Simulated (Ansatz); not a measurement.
# CoSi2 (AlB2 type): from the first guess to the electronic structure, part 2 of 2

Task: find the zero-pressure cell of CoSi2 (AlB2 type) and describe its electrons. This structure was made by substitution into a known type, so it needn't be the compound's stable form.

Ansatz 0.2.0; DFT PBEsol, scalar-relativistic, plane waves, PAW.

**4. The cell, before and after**

How the cell compares, before and after:

| cell as typed | before | after | change |
| --- | --- | --- | --- |
| a (Å) | 3.499 | 4.118 | +17.7 % |
| b (Å) | 3.499 | 4.118 | +17.7 % |
| c (Å) | 3.789 | 2.476 | -34.7 % |
| volume (Å³/atom) | 13.393 | 12.121 | -9.5 % |
| shortest distance (Å) | 2.020 | 2.378 | +17.7 % |
| space group | P6/mmm | P6/mmm | same |

**5. The electronic structure**

The input, input.yaml:

```yaml
crystal:
  lattice:
    - [4.1182143777, 0.0, 0.0]
    - [-2.0591071889, 3.5664782693, 0.0]
    - [0.0, 0.0, 2.4756767242]
  atoms:
    - { symbol: Co, position: [0.0, 0.0, 0.0], spin: 0.05 }
    - { symbol: Si, position: [0.3333333333, 0.6666666667, 0.5] }
    - { symbol: Si, position: [0.6666666667, 0.3333333333, 0.5] }
basis:
  ecutwfc: 420
  ecutrho_ratio: 4
kpoints:
  mp_grid: { grid: [10, 10, 12] }
  band_path:
    path:
      - [[0.0, 0.0, 0.0], [0.5, 0.0, 0.0], [0.33333333, 0.33333333, 0.0], [0.0, 0.0, 0.0], [0.0, 0.0, 0.5], [0.5, 0.0, 0.5], [0.33333333, 0.33333333, 0.5], [0.0, 0.0, 0.5]]
      - [[0.5, 0.0, 0.5], [0.5, 0.0, 0.0]]
      - [[0.33333333, 0.33333333, 0.5], [0.33333333, 0.33333333, 0.0]]
    npoints: 14
hamiltonian:
  xc: pbesol
scf:
  occupations: { method: gaussian, width: 0.05 }
  lower_state_search: "off"
  n_extra_bands: 12
output:
  forces: true
  stress: true
  eigenvalues: true
  populations: true
  dos: { projected: true, de: 0.02, nscf_kmesh: { grid: [15, 15, 18] } }
  bader: false
  write_density: true
  write_potential: true
  elf: true
  volumetric_format: npy
magnetization:
  spin_polarized: true
checkpoint:
  read: start.run
  write: ck
  compress: false
  write_wavefunctions: false
  write_every: 100000
```

It reads its starting density from start.run, saved by an earlier run on this cell.

Command:

```sh
$ ansatz run input.yaml --threads 4 --pin off --max-ram 4096MiB --backend cpu --events-out ev --progress --plain --runs-dir out
```

Log:

```text
Warning: RAYON_NUM_THREADS=4 ignored (pool sized by the plan → 4); use --threads N
scf.n_extra_bands = 12 over 13 filled bands (N_el = 25.0): the run solves 25 bands
Engine: ansatz 0.2.0, aarch64-unknown-linux-gnu
Pseudopotentials: kind: paw
Pseudopotential: Co, paw, valence charge 17, recommended cutoff 420 eV (normal), Co.paw.azcp
Pseudopotential: Si, paw, valence charge 4, recommended cutoff 420 eV (normal), Si.paw.azcp
Functional definition: PBEsol
  exchange = pbesol_x
  correlation = pbesol_c
Crystal: 3 atoms, lattice volume = 36.362 Å³
Basis set: ecut = 420 eV, 693 PW (Γ), exchange–correlation on 60×60×36 points (8 copies of the dense FFT grid, shifted against one another)
Bands: 25, of which v1, the nominal top of the filled ones, is band 13 counted from 1 (12 counted from 0)
Symmetry: 24 space group operations
Space group: P6/mmm (ITA 191), of the structure as read, at distance tolerance 3.3e-5 Å
Magnetic group: BNS 191.233 (UNI 1463), of the structure as read, at distance tolerance 3.3e-5 Å
k-points: 98 of 1200
Non-local potential: Co, projectors of the file, l = 0: 3, l = 1: 2, l = 2: 3, l = 3: 1
Non-local potential: Si, projectors of the file, l = 0: 2, l = 1: 2, l = 2: 2
PAW form: soft (Blöchl's): semilocal exchange-correlation on the pseudo side does not see the compensation charge
PAW frozen core: Co, regenerated for the run's functional, and the local potential with it (the file was generated under x = pbe(κ = 0.804, μ = 0.2195149727645171), c = pbe(β = 0.06672455060314922))
PAW frozen core: Si, regenerated for the run's functional, and the local potential with it (the file was generated under x = pbe(κ = 0.804, μ = 0.2195149727645171), c = pbe(β = 0.06672455060314922))
PAW one-centre angular grid: Co, 590 points (default); XC on 64 Gauss nodes
PAW one-centre angular grid: Si, 110 points (default); XC on 64 Gauss nodes
Initial density: read from a saved state, or passed on in memory by an earlier SCF of this step, an earlier step, the calling program or the single point that the run made first
Stability of the state it starts from, as read at its close in the collinear treatment: not read negative (Ritz values of 1 − χ₀K, real part plus size of imaginary part, from 0.46 to 1.1, by its mixing steps under the symmetry group of the SCF that read it); its run was given moments
Starting moments: Σ|m| = 0.05 μB on 1 of 3 sites; this step starts from the density that it was given
Initial wavefunctions: pseudopotential atomic-orbital guess
Functional: x = pbesol(κ = 0.804, μ = 0.12345679012345678), c = pbesol(β = 0.046)
iter 1 solved again at ethr=1.38e-6 eV; its pass at ethr=3.10e-3 eV (dr2=3.44e-4 eV) is discarded
SCF iter   1: F=—  HF=-6335.283776 eV  |F-HF|=—  |Δ(HF+E_count)|=         —  Δρ=7.26e-7 (↑7.26e-7 ↓7.16e-7)  dr2=4.42e-10  dr2_m=2.66e-14  M=0.000 μB ∫|m|=0.000 μB  β_m=0.30  ethr=1.38e-6  ⟨swp⟩=2.6  Hψ=34398  notcnv=0
eigensolver tolerance schedule: the retry pair's looser diagonalisation over-reported the residual by 778736.21 of it (diagonalisation noise at an unbounded share of the residual, at the tolerance the schedule requests for it); recorded, not acted on — ethr = c·dr2/N_el stays at c = 1.0e-1
preconditioner: auto → none  [metal: Δε(μ)=0.011 eV  Ē_g=13.301 eV  σ=0.050 eV  W_gap=0.12  n_scr=8 (ndim 8)  ℏωp=25.4 eV  f_vac=0.000  D(μ)=3.29/eV (n_scr^D=44)]
SCF iter   2: F=—  HF=-6335.283780 eV  |F-HF|=—  |Δ(HF+E_count)|=   3.96e-6  Δρ=1.16e-6 (↑1.14e-6 ↓1.16e-6)  dr2=1.38e-9  dr2_m=2.93e-14  M=0.000 μB ∫|m|=0.000 μB  β_m=0.30  ethr=1.77e-12  ⟨swp⟩=9.8  Hψ=27304  notcnv=0
SCF iter   3: F=-6335.283780 eV  HF=-6335.283780 eV  |F-HF|=3.21e-10  |Δ(HF+E_count)|=  8.46e-11  Δρ=4.99e-7 (↑4.99e-7 ↓4.83e-7)  dr2=3.79e-10  dr2_m=2.89e-14  M=0.000 μB ∫|m|=0.000 μB  ethr=1.77e-12  ⟨swp⟩=4.0  Hψ=17375  notcnv=0
WARN: the starting moments were not kept: the SCF closed with an absolute magnetisation of 1.2e-5 μB, where they sum to 0.05 μB in size (1 site). That is at most 0.1 of that sum. Measured as dr2_m measures the in/out step, that magnetisation stands 2.9e-10 eV from none, at or under the dr2_threshold of 1.0e-7 eV: it is no larger than a step whose dr2_m would equal this threshold. The system may hold no moment; this SCF shows only that its start led to no more than that. This SCF took its magnetisation from a saved state (the deck's checkpoint.read, a session's seed or a resume), or from the single point or search that the run made first, and not from the starting moments. Where the run's atoms have moved since that state, how it is taken is a key of its own (checkpoint.density_extrapolation: follow_atoms, where typed, takes the whole of its magnetisation to them with its atoms, but for some exceptions; the density_extrapolation keyword of a session's seed is the same key). To be rid of a resumed run's state, run its deck in a fresh run directory. To be rid of the state of a single point that the run made first, give starting moments in the input or, where a deck that gives them still makes one, type scf.lower_state_search: off. To try another start, run it without that state.
SCF 1 converged in 3 iterations: F = -6335.283780 eV  dr2 = 3.79e-10
NSCF: frozen V_eff on 129 k-points
NSCF: frozen V_eff on 270 k-points
SCF converged after 3 iterations
Magnetization: 0.0000 μB (12.5000 up, 12.5000 down)
Absolute magnetization: 0.0000 μB (∫|ρ↑−ρ↓|, with the PAW one-centre terms)
Spin contamination: 0.0000 ħ² per cell (⟨S²⟩ above its minimum at these occupations)
Per-site moments (μB) at R_I (Å): [(1.0445785501073119e-5, 1.0212166487325), (7.119039609609087e-7, 0.9807815240600469), (7.119039609609091e-7, 0.9807815240600469)]
Free energy (F): -6335.283780 eV
Harris-Foulkes:  -6335.283780 eV  (|F-HF|=3.21e-10)
Internal energy: -6335.279662 eV  (E = F + TS)
E sigma→0 (E₀):  -6335.281721 eV
Entropy (-TS):   -0.004118 eV (-1.373 meV/atom)
Fermi energy:    14.400068 eV
--- Per-component energies (eV) ---
  E_band       = -248.331714
  E_kinetic    = 541.918798
  E_local      = -4045.583783  (includes V_loc(G=0)·N_el)
  E_nonlocal   = 513.762707
  E_hartree    = 1771.240697
  E_xc         = -270.116464
  E_vxc        = -302.060424  (∫ρ·V_xc dr)
  E_paw        = -2484.125883  (= ΣΔE_a)
  E_vpaw       = -498.848965  (= ΣTr[D̂ρ^β])
  E_aug_tail   = 0.000052  (compensation charges beyond the density's cutoff)
  E_ewald      = -2362.627327
  E_core_change = 0.251541  (= ΣΔE_core)
  E_smearing   = -0.004118  (= −TS)
  E_closure    = -0.000000  (closes the sum)
  Σ components = -6335.283780   (vs F -6335.283780, Δ=0.00e0)
--- Forces (eV/Å), atoms counted from 1 ---
  atom   1  Co     0.00000000     0.00000000    -0.00000000
  atom   2  Si     0.00000000     0.00000000     0.00000000
  atom   3  Si    -0.00000000     0.00000000    -0.00000000
  max |Σ_I F_I| component: 5.55e-17 eV/Å
--- Stress (GPa, compression-positive) ---
        0.009280      -0.000000       0.000000
       -0.000000       0.009280       0.000000
        0.000000       0.000000       0.000221
  P = ⅓ Tr σ = 0.0063 GPa (0.063 kbar)
--- Band table (eV; the first three rows and the last of 196) ---
  k-point 0 ↑: bands = ["-80.0589", "-43.5486", "-43.5486", "-43.3695", "-0.1261", "8.7135", "8.7135", "9.9899", "11.1490", "12.5465", "12.5465", "13.8473", "13.8473", "14.8192", "14.8192", "17.9123", "21.7675", "23.4251", "28.9182", "30.6965", "30.6965", "31.6203", "31.6203", "32.4116", "32.4291"]
  k-point 1 ↑: bands = ["-80.0575", "-43.5473", "-43.5473", "-43.3824", "0.0390", "8.8484", "8.8484", "10.1440", "11.2717", "12.3446", "12.3446", "14.1573", "14.1573", "14.8114", "14.8114", "17.9178", "19.4139", "26.0430", "27.3756", "28.8912", "28.8912", "31.7799", "31.7799", "32.5467", "32.5467"]
  k-point 2 ↑: bands = ["-80.0537", "-43.5437", "-43.5437", "-43.4177", "0.5321", "9.2481", "9.2481", "10.6009", "11.5255", "11.9751", "11.9751", "14.7765", "14.7765", "14.8642", "14.8642", "16.4265", "18.4093", "24.9364", "26.1193", "26.1193", "29.3603", "29.7637", "29.7637", "32.0785", "32.0785"]
  k-point 97 ↓: bands = ["-80.0382", "-43.5613", "-43.5295", "-43.5295", "6.9893", "7.6873", "8.6415", "9.2155", "10.2612", "12.3384", "13.2374", "13.4521", "13.5420", "13.7480", "16.4423", "18.8277", "20.7477", "21.2798", "21.8675", "22.6101", "25.9696", "26.7298", "29.2227", "29.6989", "30.1903"]
--- Löwdin populations: 3 sites ---
  site symbol       q [e]    m [muB]
     0     Co     16.5664     0.0000
     1     Si      4.0431     0.0000
     2     Si      4.0431     0.0000
  spilling = 0.013891 (of n_electrons = 25.000000)
```

It took 14 s on 4 threads of Arm Neoverse N1, shared host; peak memory 0.52 GiB.

This gives: volume 12.121 Å³/atom, pressure 0.01 GPa, no gap, no moment left.

From the band file, the three levels under and over the Fermi level at the path's corners (eV, zero at the Fermi level):

```
point             filled           empty
  Γ ↑  -1.85 -0.55 -0.55  0.42 0.42 3.51
  M ↑  -0.66 -0.58 -0.06  4.49 5.36 5.54
  K ↑  -2.33 -0.62 -0.62  1.89 2.18 2.18
  A ↑  -0.84 -0.84 -0.37  0.53 3.22 5.23
  L ↑  -1.40 -1.38 -0.53  0.57 0.82 0.83
  H ↑  -1.02 -0.83 -0.83  2.04 4.75 6.71
  Γ ↓  -1.85 -0.55 -0.55  0.42 0.42 3.51
  M ↓  -0.66 -0.58 -0.06  4.49 5.36 5.54
  K ↓  -2.33 -0.62 -0.62  1.89 2.18 2.18
  A ↓  -0.84 -0.84 -0.37  0.53 3.22 5.23
  L ↓  -1.40 -1.38 -0.53  0.57 0.82 0.83
  H ↓  -1.02 -0.83 -0.83  2.04 4.75 6.71
```

Bands that cross the Fermi level on the path (counted from 0), with the number of crossings: 11 ↑: 2, 12 ↑: 12, 13 ↑: 3, 11 ↓: 2, 12 ↓: 12, 13 ↓: 3.

Counts of states by energy window, in eV from the Fermi level:

| from | to | up | down | Co 3d | Si 3p | Si 3s |
| --- | --- | --- | --- | --- | --- | --- |
| -7 | -6 | 0.46 | 0.46 | 0.07 | 0.65 | 0.13 |
| -6 | -5 | 0.53 | 0.53 | 0.15 | 0.76 | 0.09 |
| -5 | -4 | 0.59 | 0.59 | 0.33 | 0.69 | 0.09 |
| -4 | -3 | 0.85 | 0.85 | 0.78 | 0.67 | 0.12 |
| -3 | -2 | 1.31 | 1.31 | 1.90 | 0.53 | 0.10 |
| -2 | -1 | 1.10 | 1.10 | 1.78 | 0.18 | 0.09 |
| -1 | 0 | 1.77 | 1.77 | 2.80 | 0.43 | 0.21 |
| 0 | 1 | 1.05 | 1.05 | 1.09 | 0.62 | 0.25 |
| 1 | 2 | 0.71 | 0.71 | 0.36 | 0.58 | 0.18 |
| 2 | 3 | 0.65 | 0.65 | 0.20 | 0.52 | 0.12 |
| 3 | 4 | 0.58 | 0.58 | 0.09 | 0.48 | 0.12 |
| 4 | 5 | 0.56 | 0.56 | 0.06 | 0.38 | 0.11 |
| 5 | 6 | 0.53 | 0.53 | 0.05 | 0.33 | 0.12 |

Below -7 eV the file holds 1.8 more states, down to its end at -10 eV.

The projection uses the shells of the potentials' files: it has no valence p orbitals on Co, so such weight is missing from the shares.

Density in a lattice plane of the grid's cell (edges 4.12 and 4.12 Å, at 0.500 of the third edge), which holds Si.

Values in e/Å³, 12 rows by 12 columns:
```
0.30 0.26 0.25 0.30 0.38 0.44 0.44 0.38 0.30 0.25 0.26 0.30
0.25 0.25 0.30 0.38 0.39 0.37 0.40 0.38 0.30 0.25 0.25 0.26
0.25 0.30 0.38 0.34 0.18 0.19 0.34 0.38 0.30 0.26 0.25 0.25
0.31 0.38 0.39 0.18 0.05 0.18 0.39 0.38 0.31 0.30 0.30 0.30
0.40 0.44 0.37 0.19 0.18 0.36 0.44 0.40 0.38 0.38 0.38 0.38
0.43 0.44 0.40 0.34 0.39 0.44 0.44 0.44 0.39 0.34 0.40 0.44
0.40 0.38 0.38 0.38 0.38 0.40 0.44 0.36 0.18 0.19 0.37 0.44
0.31 0.30 0.30 0.30 0.31 0.38 0.39 0.18 0.05 0.18 0.39 0.38
0.25 0.25 0.25 0.26 0.30 0.38 0.34 0.19 0.18 0.34 0.38 0.30
0.25 0.26 0.25 0.25 0.30 0.38 0.40 0.37 0.39 0.38 0.30 0.25
0.30 0.30 0.26 0.25 0.30 0.38 0.44 0.44 0.38 0.30 0.25 0.26
0.34 0.30 0.25 0.25 0.31 0.40 0.43 0.40 0.31 0.25 0.25 0.30
```
Columns run along the first of these edges and rows up along the second, over one cell in 12 and 12 even steps from the bottom left corner. Atoms in the plane (fractional): Si at (0.33, 0.67), Si at (0.67, 0.33).

ELF in the same plane.

Ten even steps from '0' (0.23) to '9' (0.74):
```
000012467899998753210000
000124678999998753210000
001346777666778753210000
123567653223467753211000
245776411101467754322222
567864113212478764444444
788852135213688766666666
899852111136898887777788
999852112479999987777899
999864446899999864446899
999877778999997421125899
888777778889863111125899
766666666788631253125888
544444446787421231146876
222222345776410111467754
100011235776432235676532
000001235787766677764310
000001235789999987642100
000001235789999876421000
000001246799999764210000
```
Columns run along the first of these edges and rows up along the second, over one cell in 24 and 20 even steps from the bottom left corner. Atoms in the plane (fractional): Si at (0.33, 0.67), Si at (0.67, 0.33).

Both are smooth fields of the valence electrons: close to the nuclei they are not physical.

Outside the cores ELF peaks at 0.76 on the Si–Si line, 1.0 Å from Si.

ELF in the plane through atom 1 (Co) and two of its nearest Si neighbours, 7.2 Å on a side, that atom in the middle and its first bond to the right.

Values, 10 rows by 13 columns:
```
0.42 0.18 0.21 0.16 0.25 0.45 0.61 0.68 0.68 0.31 0.37 0.53 0.27
0.47 0.61 0.30 0.17 0.38 0.21 0.28 0.61 0.60 0.48 0.74 0.68 0.35
0.28 0.60 0.30 0.29 0.95 0.46 0.23 0.62 0.28 0.27 0.59 0.32 0.48
0.71 0.70 0.49 0.25 0.16 0.22 0.21 0.36 0.58 0.72 0.69 0.40 0.49
0.56 0.38 0.33 0.62 0.27 0.27 0.77 0.26 0.27 0.62 0.36 0.37 0.74
0.74 0.37 0.36 0.62 0.27 0.26 0.77 0.27 0.27 0.62 0.33 0.38 0.56
0.49 0.40 0.69 0.72 0.58 0.36 0.21 0.22 0.16 0.25 0.49 0.70 0.71
0.48 0.32 0.59 0.27 0.28 0.62 0.23 0.46 0.95 0.29 0.30 0.60 0.28
0.35 0.68 0.74 0.48 0.60 0.61 0.28 0.21 0.38 0.17 0.30 0.61 0.47
0.27 0.53 0.37 0.31 0.68 0.68 0.61 0.45 0.25 0.16 0.21 0.18 0.42
```
Atoms in the plane (Å from the middle): Si (-2.7, 0.0), Si (-1.5, -2.2), Co (-1.1, 2.2), Si (1.5, 2.2), Co (0.0, 0.0), Si (2.7, 0.0), Co (1.1, -2.2).

**6. What came out**

This closing draws on all 2 parts. Changes of volume or cell count from the first structure of part 1.

```
                     quantity                                                                       value
                  space group                                                            P6/mmm (No. 191)
            conventional cell  a = 4.118 Å, b = 4.118 Å, c = 2.476 Å, α = 90.00°, β = 90.00°, γ = 120.00°
                       volume                                                              12.121 Å³/atom
                     pressure                                                                    0.01 GPa
                          gap                                                                none (metal)
    states at the Fermi level     about 2.5 (mean within 0.5 eV; 3.2 at the level itself) per eV per cell
highest ELF outside the cores                                                   0.76, about 1.0 Å from Si
```

In words: From the first run shown, the volume went from 13.39 to 12.12 Å³/atom (-9.5 %) in 2 runs, where the pressure is zero within 0.01 GPa. The shape changed strongly (edges by +18, +18, -35 %), so the end may no longer be the structure type named at the start. It comes out metallic; the largest share of the states at the Fermi level is Co 3d (60 % of the projected weight, then Si 3p with 28 %). A run loses the moments it was seeded with; other starts can end magnetic.
